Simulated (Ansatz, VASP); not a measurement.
**B2P in VASP and in Ansatz**

```
CELL_PARAMETERS angstrom
3.77390 -1.36808 0.00000
3.77390 1.36808 0.00000
-3.08658 0.00000 5.47333
ATOMIC_POSITIONS crystal
B 0.40590 0.40590 0.10840
B 0.59410 0.59410 0.89160
B 0.86000 0.86000 0.47200
B 0.14000 0.14000 0.52800
P 0.15740 0.15740 0.19650
P 0.84260 0.84260 0.80350
```

Alike in both runs: task single point; functional PBE; k mesh 8 × 8 × 4; occupations gaussian, width 0.1 eV; no spin polarisation.

|  | VASP | Ansatz |
| --- | --- | --- |
| version | VASP 6.6.1 | Ansatz 0.2.0 |
| potentials or method | VASP PAW PBE potentials, release 64 (B, P) | scalar-relativistic, plane waves, PAW |
| plane-wave cutoff (eV) | 520 | 420 |
| valence electrons in the cell | 22 | 22 |

VASP gave:

- gap on the k mesh at the Fermi level (eV): none
- pressure (GPa): -2.6
- largest component of the traceless stress (GPa): 22.33
- rms of the force components (eV/Å): 0.813

Task: What did Ansatz give for the same quantities?

Result: gap on the k mesh at the Fermi level (eV): none; pressure (GPa): -2.3; largest component of the traceless stress (GPa): 22.35; rms of the force components (eV/Å): 0.815.

Atom by atom the forces differ by 0.004 eV/Å (rms over components). A gap of «none» marks a metal or a gap that the smearing closes.

Caveats: forces of over 1 eV/Å show positions far from the minimum, so gaps and moduli don't describe the material at rest.
